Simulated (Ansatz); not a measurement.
**HfC in the WC-type structure**

The computed numbers are results of r²SCAN, scalar-relativistic (no spin polarisation) in the plane-wave PAW code Ansatz at 500 eV, Γ-centred 12×12×12 mesh, 0.05 eV Gaussian smearing. The datasets are Ansatz's generated set soft_2.

```
CELL_PARAMETERS angstrom
3.22835 0.00000 0.00000
-1.61417 2.79583 0.00000
0.00000 0.00000 2.89901
ATOMIC_POSITIONS crystal
Hf 0.00000 0.00000 0.00000
C 0.66667 0.33333 0.50000
```

The structure was built from a prototype; whether the compound forms in it isn't claimed.

Cell and atoms are those of this level's equilibrium.

The cell has space group P-6m2 (read at 0.01 Å). In it the stress is 0.04, 0.04, -0.10, 0.00, 0.00, 0.00 GPa, so the shape isn't fully relaxed, and the largest force component 0.000 eV/Å. Each change below starts from this cell, without further relaxation. Stress is in GPa, positive in compression, in the order xx, yy, zz, yz, xz, xy; energies are counted from the cell above and are free energies with the smearing's entropy, which match forces and stress in a metal.

**Question.** What happens when atom 2 (C) is moved by 0.20 Å along y?

**Answer.** The energy changes by 138.4 meV per cell, and the force on it along the shift is -1.528 eV/Å (−F/u = 7.64 eV/Å²). Stress: -3.03, 2.27, 10.30, 0.00, 0.00, 0.00.
| atom | Fx (eV/Å) | Fy | Fz |
| --- | --- | --- | --- |
| Hf1 | 0.000 | 1.527 | 0.000 |
| C2 | 0.000 | -1.528 | 0.000 |
In a harmonic crystal the energy would rise by −½F·u = ½ × 7.64 × 0.20² eV = 152.8 meV, close to the run's value; the rest is anharmonic or numerical.

**Question.** What stress follows from an engineering strain of -2 % in xz, atoms carried along?

**Answer.** -0.04, 0.15, 0.00, 0.00, -1.69, 0.00 GPa; the energy changes by -2.8 meV per cell.
The stress changes with the wrong sign for a stable crystal (a clamped-atom constant of about -85 GPa), so the cell is unstable against this strain on this mesh; in a metal a finer mesh can change the sign.

**Question.** All atoms and the cell are disturbed at random:
```xyz
2
Lattice="3.2582 0.0044 -0.0398 -1.6253 2.8105 0.0675 -0.0358 0.0494 2.9732" Properties=species:S:1:pos:R:3 pbc="T T T"
Hf   -0.1337   -0.0171   -0.1890
C     1.7462    0.9815    1.6716
```
Give the energy change, the stress and the forces.

**Answer.** 459.5 meV per cell; stress 9.23, 9.05, 7.41, -5.38, 13.23, -9.00 GPa. The gap on the mesh goes from zero (metallic) to 0.20 eV.
```tsv
atom	Fx (eV/Å)	Fy	Fz
Hf1	2.745	-1.104	2.015
C2	-2.745	1.104	-2.015
```

Spin–orbit coupling, which matters for such heavy elements, is left out. A displaced or strained copy of the relaxed cell lay 1.4 meV/atom lower, so the structure isn't a true minimum at this level, unless the mesh, which matters in a metal, makes it so.
